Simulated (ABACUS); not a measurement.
Crystal: Rh.

```
Rh
1.0
     0.00000    1.89785    1.89785
     1.89785    0.00000    1.89785
     1.89785    1.89785    0.00000
Rh
1
Cartesian
  0.0000 0.0000 0.0000
```

- Program: ABACUS 3.10.1
- Task: single point
- Functional: PBE
- Potentials or basis: PseudoDojo NC SR 0.4.1 PBE standard
- Cutoff: 1361 eV
- Density cutoff: 5442 eV
- Basis: DZP LCAO (the cutoffs set its grid)
- k mesh: 12 × 12 × 12
- Occupations: fermi-dirac, width 0.05 eV
- Spin: no spin polarisation

On this cell: pressure 9.1 GPa; band gap on the k mesh none (metal or under the smearing width).

The same run follows on a disturbed copy (cell strained at random at fixed volume):

```xyz
1
Lattice="-0.0393 1.8831 1.9625 1.9019 0.0328 1.8903 1.9247 1.8337 0.0101" Properties=species:S:1:pos:R:3 pbc="T T T"
Rh   -0.0047   -0.0016    0.0159
```

Question: What does the disturbed cell give?

Answer: The energy (extrapolated to zero smearing) moves by +44.0 meV/atom; pressure 10.4 GPa; band gap on the k mesh none (metal or under the smearing width).

Stress tensor (GPa, compression positive):
```
  5.42   2.11   5.72
  2.11  17.53 -10.40
  5.72 -10.40   8.25
```

Caveats: the atomic orbitals were generated for these runs and aren't a published set; the basis of atomic orbitals isn't converged, which shifts pressures, moduli and gaps.
